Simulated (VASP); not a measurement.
## BN: relaxation of cell and atoms with LDA

The system is BN.

```
B N
1.0
     2.49824    0.00000    0.00000
    -1.24912    2.16354    0.00000
     0.00000    0.00000    6.63570
B N
2 2
Direct
  0.33333 0.66667 0.25000
  0.66667 0.33333 0.75000
  0.33333 0.66667 0.75000
  0.66667 0.33333 0.25000
```

```json
{
 "Program": "VASP 6.6.1",
 "Task": "relaxation of cell and atoms",
 "Functional": "LDA",
 "Potentials or basis": "VASP PAW LDA potentials, release 64 (B, N)",
 "Cutoff": "600 eV",
 "k mesh": "12 × 12 × 4",
 "Occupations": "gaussian, width 0.03 eV",
 "Spin": "no spin polarisation",
 "Further INCAR settings": "ALGO = Normal; EDIFF = 1e-06; IBRION = 2; EDIFFG = -0.01; NSW = 90; ISIF = 3"
}
```

```
Relaxed volume                         : 8.64 Å³/atom
Relaxed cell                           : a = 2.490 Å, b = 2.490 Å, c = 6.437 Å, α = 90.00°, β = 90.00°, γ = 120.00°
Space group after relaxing (to 0.05 Å) : P6_3/mmc (No. 194)
Energy gained by relaxing              : 1.4 meV/atom
Ionic steps                            : 9
Pressure after relaxing                : 0.1 GPa
Band gap on the k mesh                 : 4.03 eV, indirect (least direct gap 4.43 eV)
```

Stress tensor (GPa, compression positive):
```
 0.13  0.00  0.00
 0.00  0.13  0.00
 0.00  0.00 -0.03
```

Step by step:
| step | energy change (eV) | largest force (eV/Å) | pressure (GPa) | volume (Å³) |
| --- | --- | --- | --- | --- |
| 1 | 0.0000 | 0.0000 | -2.65 | 35.87 |
| 2 | 0.0074 | 0.0000 | 4.69 | 35.10 |
| 3 | -0.0028 | 0.0000 | -0.23 | 35.60 |
| 4 | -0.0028 | 0.0000 | -0.18 | 35.60 |
| 5 | -0.0031 | 0.0000 | -0.14 | 35.53 |
| 6 | -0.0039 | 0.0000 | -0.10 | 35.33 |
| 7 | -0.0051 | 0.0000 | -0.02 | 34.94 |
| 8 | -0.0051 | 0.0000 | 0.22 | 34.16 |
| 9 | -0.0055 | 0.0000 | 0.08 | 34.56 |

Final structure:
```yaml
crystal:
  lattice:
    - [2.48988, 0.00000, 0.00000]
    - [-1.24494, 2.15630, 0.00000]
    - [0.00000, 0.00000, 6.43670]
  atoms:
    - { symbol: B, position: [0.33333, 0.66667, 0.25000] }
    - { symbol: B, position: [0.66667, 0.33333, 0.75000] }
    - { symbol: N, position: [0.33333, 0.66667, 0.75000] }
    - { symbol: N, position: [0.66667, 0.33333, 0.25000] }
```

Levels at points of the mesh, in eV from the valence-band top:
```csv
k point,band 5,band 6,band 7,band 8,band 9,band 10,band 11,band 12
"(0.00, 0.00, 0.00)",-1.35,-1.35,-1.30,-1.30,5.13,10.45,11.53,11.53
"(0.50, 0.00, 0.00)",-4.22,-4.13,-1.63,-0.40,4.03,5.68,9.63,10.06
"(0.00, 0.00, 0.50)",-1.33,-1.33,-1.33,-1.33,7.75,7.75,11.61,11.61
"(0.50, 0.00, 0.50)",-4.18,-4.18,-0.99,-0.99,4.55,4.55,10.07,10.07
```

Run time: 51 s on 1 thread of Intel(R) Xeon(R) 6975P-C (Granite Rapids) (shared host), peak memory 0.15 GiB.

A k mesh can miss the band edges. Zero-point motion and thermal expansion aren't in these numbers.
